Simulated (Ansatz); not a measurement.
# Two Ansatz runs on WC

The cell comes from COD entry 2102244, which wasn't checked; take it as a given geometry. The listed cell was then made from it by scaling, straining or moving an atom.

First run: DFT, PBE, all-electron LAPW, scalar-relativistic (Ansatz 0.2.0).

Command: `ansatz run input.yaml --threads 1 --pin off --max-ram 2048MiB --backend cpu --events-out ev --progress --plain --runs-dir out` The run took 53 s on 1 thread of Arm Neoverse V1, on a shared host, peak memory 0.47 GiB.

```yaml
crystal:
  lattice:
    - [2.9573884556, 0.0, 0.0]
    - [-1.4786942278, 2.5611735314, 0.0]
    - [0.0, 0.0, 2.8844846746]
  atoms:
    - { symbol: W, position: [0.0, 0.0, 0.0] }
    - { symbol: C, position: [0.6666666667, 0.3333333333, 0.5] }
kpoints:
  mp_grid: { grid: [13, 13, 12] }
scf:
  occupations: { method: fermi_dirac, width: 0.05 }
hamiltonian:
  xc: pbe
  pseudopotentials: { kind: all_electron, lapw: { basis_error: 0.001 } }
output:
  forces: true
  stress: true
  eigenvalues: true
```

Result: converged; pressure -13.19 GPa; no gap on the k mesh; 8 SCF iterations.

Spin–orbit coupling is left out, though it moves levels of the heavy atoms by tenths of an eV or more.

The input is then changed:

```diff
@@ -8,7 +8,7 @@
     - { symbol: C, position: [0.6666666667, 0.3333333333, 0.5] }
 kpoints:
-  mp_grid: { grid: [13, 13, 12] }
+  mp_grid: { grid: [10, 10, 10] }
 scf:
-  occupations: { method: fermi_dirac, width: 0.05 }
+  occupations: { method: tetrahedron }
 hamiltonian:
   xc: pbe
```

(1) What does the second run give?

## Answers

(1) It converged; energy at zero smearing -0.8 meV/atom from the first run; pressure -13.10 GPa; no gap on the k mesh; 7 SCF iterations. Some of these settings are too coarse for converged properties.
